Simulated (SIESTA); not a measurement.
# CaSe under changes of volume

One of the cells (25.829 Å³/atom); the others are scaled copies at fixed shape and fractional positions:

```xyz
2
Lattice="0.0000 2.9560 2.9560 2.9560 0.0000 2.9560 2.9560 2.9560 0.0000" Properties=species:S:1:pos:R:3 pbc="T T T"
Se    2.9560    2.9560    2.9560
Ca    0.0000    0.0000    0.0000
```

| Quantity | Value |
| --- | --- |
| Program | SIESTA 5.4.2 |
| Functional | LDA |
| Potentials or basis | PseudoDojo 0.4 standard (LDA files) |
| Basis | DZP (energy shift 0.003 Ry; two zetas on semicore shells; d shell added on Ca) |
| Grid cutoff | 800 Ry |
| Energy shift | 0.003 Ry |
| k mesh | 8 × 8 × 8 |
| Occupations | fermi-dirac, width 0.05 eV |
| Spin | no spin polarisation |

```tsv
volume (Å³/atom)	energy over the lowest point (meV/atom)	pressure (GPa)	gap on the mesh (eV)
24.280	0.00	-0.1	1.81
24.796	2.23	-1.3	1.87
25.313	?	?	?
25.829	16.69	-3.2	1.97
26.346	28.22	-4.0	2.01
26.863	42.16	-4.7	2.05
27.379	58.29	-5.3	2.09
```

**Question.** What does the run at 25.313 Å³/atom give?

**Answer.** Energy over the lowest point 7.91 meV/atom; pressure -2.3 GPa; gap on the mesh 1.92 eV.

Worked out: A Birch-Murnaghan fit of order 3 (a polynomial in V^(-2/3)) to the other rows has its minimum at 24.23 Å³/atom, just outside them, with B0 = V·E''(V) = 57 GPa and B' = 4.4. It gives 7.93 meV/atom at 25.313 Å³/atom, against the run's 7.91, and -dE/dV = -2.3 GPa, against -2.3. A straight line through the other rows of the gap, of slope 2.31 eV per unit of ln V, gives 1.91 eV, against the run's 1.92.

Energies are extrapolated to zero smearing.

Caveats: the basis of atomic orbitals isn't converged, which shifts pressures, moduli and gaps.

A mesh can miss the band edges. Spin-orbit coupling on Se is left out.
